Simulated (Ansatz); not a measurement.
**Si (dhcp): energy against volume**

The calculation used Ansatz, DFT, PBE, plane waves (420 eV) with PAW, scalar-relativistic.

The cell is scaled uniformly from the relaxed one, with fractional coordinates and shape fixed. Energies are extrapolated to zero smearing, pressures are those at the given smearing. Magnetic state: spin not included.

A Birch-Murnaghan fit gives V₀ = 14.41 Å³/atom, B₀ = 85 GPa, B₀′ = 4.3.

(1) What are the energy above the minimum and the pressure at 13.859 Å³/atom?

(2) What are the energy above the minimum and the pressure at 15.014 Å³/atom?

(3) What are the energy above the minimum and the pressure at 16.169 Å³/atom?

Results:

(1) 6.1 meV/atom and 3.70 GPa as computed.

(2) 6.2 meV/atom and -3.11 GPa as computed.

(3) 46.3 meV/atom and -7.53 GPa as computed.
